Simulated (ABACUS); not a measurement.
The system is Ga.

```
Ga
1.0
     2.77842    0.00000    0.00000
     0.00000    3.28161    0.00000
    -1.34343    0.00000    3.99027
Ga
2
Direct
  0.13460 0.75000 0.77017
  0.86540 0.25000 0.22983
```

This isn't the form of Ga at room conditions, which is orthorhombic.

| Quantity | Value |
| --- | --- |
| Program | ABACUS 3.10.1 |
| Task | single point |
| Functional | PBE |
| Potentials or basis | PseudoDojo NC SR 0.4.1 PBE standard |
| Cutoff | 1102 eV |
| Density cutoff | 4408 eV |
| Basis | plane waves |
| k mesh | 10 × 8 × 7 |
| Occupations | fermi-dirac, width 0.05 eV |
| Spin | no spin polarisation |

On this cell: pressure 3.1 GPa; largest force 0.086 eV/Å; band gap on the k mesh none (metal or under the smearing width).

The same run follows on a disturbed copy (atoms moved at random, drawn with an rms of 0.05 Å):

```
Ga
1.0
     2.77842    0.00000    0.00000
     0.00000    3.28161    0.00000
    -1.34343    0.00000    3.99027
Ga
2
Direct
  0.13136 0.74760 0.76723
  0.85768 0.25727 0.22752
```

Question: What does the disturbed cell give?

Answer: The energy (extrapolated to zero smearing) moves by +0.5 meV/atom; pressure 3.1 GPa; largest force 0.097 eV/Å; band gap on the k mesh none (metal or under the smearing width).

Forces in eV/Å, atoms in the order of the input:
```
Ga  -0.011  0.063 -0.073
Ga   0.011 -0.063  0.073
```

Stress tensor (GPa, compression positive):
```
 3.77  0.02 -0.36
 0.02  1.98  0.01
-0.36  0.01  3.67
```
